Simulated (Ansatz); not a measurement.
# AlP (zincblende type): how the settings move a single-point run

How sensitive is a single-point run of AlP (zincblende type) to its settings? A reference run comes first, then one run with altered input.

Method: reference: DFT, PBEsol, all-electron LAPW, scalar-relativistic, in Ansatz 0.2.0.

### Step 1. Starting point

It takes space group F-43m (No. 216, cubic). Conventional cell: a = 4.482 Å, b = 4.482 Å, c = 4.482 Å, α = 90.00°, β = 90.00°, γ = 90.00°. Al (site symmetry -43m) is surrounded by 4 P at 1.94 Å. Around P (site symmetry -43m) lie 4 Al at 1.94 Å.

Structure file:

```
Al P
1.0
     0.00000    2.24084    2.24084
     2.24084    0.00000    2.24084
     2.24084    2.24084    0.00000
Al P
1 1
Direct
  0.00000 0.00000 0.00000
  0.25000 0.25000 0.25000
```

### Step 2. The reference run

Contents of input.yaml:

```yaml
crystal:
  lattice:
    - [0.0, 2.2408393902, 2.2408393902]
    - [2.2408393902, 0.0, 2.2408393902]
    - [2.2408393902, 2.2408393902, 0.0]
  atoms:
    - { symbol: Al, position: [0.0, 0.0, 0.0] }
    - { symbol: P, position: [0.25, 0.25, 0.25] }
kpoints:
  mp_grid: { grid: [14, 14, 14] }
  band_path:
    path:
      - [0.0, 0.0, 0.0]
      - [-0.5, -0.5, 0.0]
      - [-0.375, -0.375, 0.25]
      - [-0.375, 0.0, 0.375]
      - [0.0, 0.0, 0.0]
      - [0.0, 0.0, 0.5]
      - [-0.5, -0.25, 0.25]
      - [-0.5, -0.5, 0.0]
    npoints: 8
scf:
  occupations: { method: fermi_dirac, width: 0.1 }
hamiltonian:
  xc: pbesol
  pseudopotentials: { kind: all_electron, lapw: { basis_error: 0.001 } }
output:
  forces: true
  stress: true
  eigenvalues: true
  populations: true
  dos: { projected: true, de: 0.2, e_range: [-14, 8] }
```

On the command line:

```console
> ansatz run input.yaml --threads 1 --pin off --max-ram 2048MiB --backend cpu --events-out ev --progress --plain --runs-dir out
```

### Step 3. Variant: occupations.method tetrahedron_uncorrected, width left out

input.yaml: that of step 2 with these lines changed.

```diff
@@ -22,3 +22,3 @@
 scf:
-  occupations: { method: fermi_dirac, width: 0.1 }
+  occupations: { method: tetrahedron_uncorrected }
 hamiltonian:
@@ -31,2 +31 @@
   populations: true
-  dos: { projected: true, de: 0.2, e_range: [-14, 8] }
```

Before running it: what results should come out? Wanted: for each run, ending; energy change; pressure; gap; force.

As calculated:

| run | ending | energy change | pressure (GPa) | gap (eV) | force (eV/Å) | cycles | time |
| --- | --- | --- | --- | --- | --- | --- | --- |
| reference | converged | 0 | 163.9 | 0.00 | 0.00 | 6 | 30 s |
| 1: occupations.method tetrahedron_uncorrected, width left out | converged | +0.9 meV/atom (σ→0) | 164.3 | 0.00 | 0.00 | 6 | 27 s |

Times don't compare one to one where runs were asked for different outputs or read a saved state (see the inputs); cycles may leave out searches for a lower state.

Residual by cycle in the longest SCF loop of each run; runs are numbered as in the table. The quantity is the density residual dr2, in eV.

| cycle | reference | run 1 |
| --- | --- | --- |
| 1 | 1.82 | 1.82 |
| 2 | 0.116 | 0.121 |
| 3 | 0.00365 | 0.0036 |
| 4 | 4.2e-5 | 4.3e-5 |
| 5 | 4.9e-7 | 5.0e-7 |
| 6 | 1.4e-8 | 1.4e-8 |

Changing the smearing moves the energy by +0.9 meV/atom (σ→0 values), and the pressure goes from 163.9 to 164.3 GPa. Semilocal functionals close small gaps, so the missing gap need not be the real solid's. The structure is not at rest: the sound run finds 164 GPa, so these are no properties of the relaxed crystal. 
